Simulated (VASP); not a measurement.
A run of VASP 6.6.1 is set up as follows.

The input INCAR:

```
PREC = Accurate
ENCUT = 520
EDIFF = 1E-7
ISMEAR = 0
SIGMA = 0.1
LREAL = False
LASPH = True
NELM = 80
ALGO = Normal
ISIF = 2
LWAVE = False
LCHARG = False
GGA = PE
NBANDS = 16
```

KPOINTS

```
regular mesh
0
Gamma
  6 6 6
```

File POSCAR:

```
InP
1.0
    0.0000000000      2.8550000000      2.8550000000
    2.8550000000      0.0000000000      2.8550000000
    2.8550000000      2.8550000000      0.0000000000
In P
1 1
Direct
    0.0000000000      0.0000000000      0.0000000000
    0.5000000000      0.5000000000      0.5000000000
```

Potentials or basis: VASP PAW PBE potentials, release 64 (In_d, P).

Command:

```console
$ cat potpaw_PBE.64/In_d/POTCAR potpaw_PBE.64/P/POTCAR > POTCAR
$ mpirun -np 1 vasp_std > vasp.out
```

(1) Predict the band gap on the k mesh.

(2) Estimate the pressure.

## Answers

(1) none (metal or under the smearing width).

(2) -5.1 GPa.
